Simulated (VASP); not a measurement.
Here is a VASP 6.6.1 calculation.

The input INCAR:

```
PREC     = Accurate       # precision mode
ENCUT    = 600            # plane-wave cutoff, eV
EDIFF    = 1E-6           # SCF threshold, eV
ISMEAR   = 0              # smearing method
SIGMA    = 0.02           # smearing width, eV
LREAL    = False          # projectors in reciprocal space
LASPH    = True           # aspherical terms in the spheres
NELM     = 60             # most SCF steps
ALGO     = Normal         # electronic algorithm
ISIF     = 3              # what is computed and relaxed
LWAVE    = False          # write WAVECAR
LCHARG   = False          # write CHGCAR
METAGGA  = R2SCAN         # meta-GGA
LMIXTAU  = True         
IBRION   = 2              # ionic algorithm
NSW      = 60             # ionic steps
EDIFFG   = -0.01          # ionic threshold
KPAR     = 2
```

Contents of KPOINTS:

```
Automatic mesh
0
Gamma
  6 6 6
```

The input POSCAR:

```
BaTiO3
1.0
    2.8273666084      1.6323808724      2.3183934932
   -2.8273666084      1.6323808724      2.3183934932
    0.0000000000     -3.2647617449      2.3183934932
Ba Ti O
1 1 3
Direct
    0.0000000000      0.0000000000      0.0000000000
    0.4845000000      0.4845000000      0.4845000000
    0.5086000000      0.0175000000      0.5086000000
    0.0175000000      0.5086000000      0.5086000000
    0.5086000000      0.5086000000      0.0175000000
```

Potentials or basis: VASP PAW PBE potentials, release 64 (Ba_sv, Ti_sv, O).

Run with:

```sh
$ cat potpaw_PBE.64/Ba_sv/POTCAR potpaw_PBE.64/Ti_sv/POTCAR potpaw_PBE.64/O/POTCAR > POTCAR
$ mpirun -np 2 vasp_std > vasp.out
```

Problem. What does it give for the relaxed cell?

Solution. a = 4.035 Å, b = 4.035 Å, c = 4.035 Å, α = 89.82°, β = 89.82°, γ = 89.82°.

Problem. Estimate the relaxed volume.

Solution. 13.14 Å³/atom.

Final structure:
```
CELL_PARAMETERS angstrom
2.84879 1.64475 2.33710
-2.84879 1.64475 2.33710
0.00000 -3.28950 2.33710
ATOMIC_POSITIONS crystal
Ba 0.99752 0.99752 0.99752
Ti 0.48424 0.48424 0.48424
O 0.50933 0.01878 0.50933
O 0.01878 0.50933 0.50933
O 0.50933 0.50933 0.01878
```

Caveat: the PAW data sets were made with another functional, which shifts forces and pressure a little. Zero-point motion and thermal expansion aren't in these numbers.
